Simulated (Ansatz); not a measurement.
Relaxing SiC

All numbers below come from DFT PBE, scalar-relativistic, plane waves, PAW in Ansatz 0.2.0. Settings: 420 eV cutoff, 10×10×6 k-mesh, Gaussian smearing of 0.02 eV, no spin polarisation.

What was changed: biaxial strain in the a-b plane, c and atoms relaxed: +1.0 %.

Command:

```bash
ansatz run input.yaml --threads 1 --pin off --max-ram 2560MiB --backend cpu --events-out ev --progress --plain --runs-dir out
```

Input:

```yaml
crystal:
  lattice:
    - [2.2117616006, 2.2117616006, 0.0]
    - [-2.2117616006, 2.2117616006, 0.0]
    - [0.0, 0.0, 4.3534475861]
  atoms:
    - { symbol: Si, position: [0.5, 0.0, 0.75] }
    - { symbol: Si, position: [0.0, 0.5, 0.25] }
    - { symbol: C, position: [0.0, 0.0, 0.0] }
    - { symbol: C, position: [0.5, 0.5, 0.5] }
basis:
  ecutwfc: 420
kpoints:
  mp_grid: { grid: [10, 10, 6] }
hamiltonian:
  xc: pbe
scf:
  occupations: { method: gaussian, width: 0.02 }
output:
  forces: true
  stress: true
  eigenvalues: true
  write_density: true
  write_potential: true
  elf: true
  volumetric_format: npy
relax:
  adjacent_minimum: "off"
  f_tol: 0.008
  max_steps: 40
  cell: { stress_tol: 0.015, fix: [a, b, gamma] }
```

F is the free energy. Steps run on the plane waves of an earlier cell, but the last one, and at times one on the way, on a freshly chosen basis, so a repeated geometry can differ a little in energy. The held parts of the cell keep their stress, so P needn't end at zero.

Steps:

```json
{"step": "1", "F − F(1) (eV)": "0.0000", "largest force component (eV/Å)": "0.000", "V (Å³/atom)": "10.648", "P (GPa)": "-2.89"}
{"step": "2", "F − F(1) (eV)": "-0.0001", "largest force component (eV/Å)": "0.000", "V (Å³/atom)": "10.643", "P (GPa)": "-2.79"}
{"step": "3", "F − F(1) (eV)": "-0.0001", "largest force component (eV/Å)": "0.000", "V (Å³/atom)": "10.641", "P (GPa)": "-2.74"}
{"step": "4", "F − F(1) (eV)": "0.0000", "largest force component (eV/Å)": "0.000", "V (Å³/atom)": "10.641", "P (GPa)": "-2.75"}
```

Relaxed structure:

```yaml
crystal:
  lattice:
    - [2.21176, 2.21176, 0.00000]
    - [-2.21176, 2.21176, 0.00000]
    - [0.00000, 0.00000, 4.35035]
  atoms:
    - { symbol: Si, position: [0.50000, 0.00000, 0.75000] }
    - { symbol: Si, position: [0.00000, 0.50000, 0.25000] }
    - { symbol: C, position: [0.00000, 0.00000, 0.00000] }
    - { symbol: C, position: [0.50000, 0.50000, 0.50000] }
```

It takes space group I-4m2 (No. 119, tetragonal). The conventional cell has a = 3.128 Å, b = 3.128 Å, c = 4.350 Å, α = 90.00°, β = 90.00°, γ = 90.00°. Around Si (site symmetry -4m2) lie 4 C at 1.90 Å. Around C (site symmetry -4m2) lie 4 Si at 1.90 Å.

The run converged. It took 6.9 s on 1 thread of AMD EPYC 9R45 96-Core Processor (Zen 5) (shared host), peak memory 0.43 GiB.